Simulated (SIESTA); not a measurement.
## ZnO (zincite) under changes of volume

One of the cells (11.900 Å³/atom); the others are scaled copies at fixed shape and fractional positions:

```
Zn O
1.0
     3.24931    0.00000    0.00000
    -1.62465    2.81398    0.00000
     0.00000    0.00000    5.20571
Zn O
2 2
Direct
  0.66667 0.33333 0.00000
  0.33333 0.66667 0.50000
  0.33333 0.66667 0.87901
  0.66667 0.33333 0.37901
```

```yaml
Program: SIESTA 5.4.2
Functional: BLYP
Potentials_or_basis: PseudoDojo 0.4 standard (PBE files)
Basis: DZP (energy shift 0.003 Ry; two zetas on semicore shells)
Grid_cutoff: 800 Ry
Energy_shift: 0.003 Ry
k_mesh: 9 × 9 × 5
Occupations: fermi-dirac, width 0.05 eV
Spin: no spin polarisation
```

```tsv
volume (Å³/atom)	energy over the lowest point (meV/atom)	pressure (GPa)	gap on the mesh (eV)	largest force (eV/Å)
11.186	?	?	?	?
11.424	68.35	18.2	1.21	0.116
11.662	44.32	14.1	1.17	0.106
11.900	26.28	10.3	1.13	0.095
12.138	13.01	7.3	1.09	0.089
12.376	4.44	4.3	1.05	0.070
12.614	0.00	1.7	1.01	0.061
```

Task: What does the run at 11.186 Å³/atom give?

Result: Energy over the lowest point 98.11 meV/atom; pressure 22.0 GPa; gap on the mesh 1.25 eV; largest force 0.122 eV/Å.

Worked out: A Birch-Murnaghan fit of order 3 (a polynomial in V^(-2/3)) to the other rows has its minimum at 12.79 Å³/atom, just outside them, with B0 = V·E''(V) = 122 GPa and B' = 4.8 at fixed shape and positions, which overstates the stiffness. It gives 98.61 meV/atom at 11.186 Å³/atom, against the run's 98.11, and -dE/dV = 22.7 GPa, against 22.0. A straight line through the other rows of the gap, of slope -2.02 eV per unit of ln V (its deformation potential), extrapolates to 1.25 eV, against the run's 1.25.

Energies are extrapolated to zero smearing.

Caveats: short orbitals over semicore shells can move pressures by several GPa; the valence orbitals were made in a potential fitted to the semicore shell under them, which widens gaps by tenths of an eV or more; the potentials were made for another functional, which shifts forces and pressure; an odd mesh through Γ misses points on the zone boundary, where band edges often lie; the basis of atomic orbitals isn't converged, which shifts pressures, moduli and gaps.
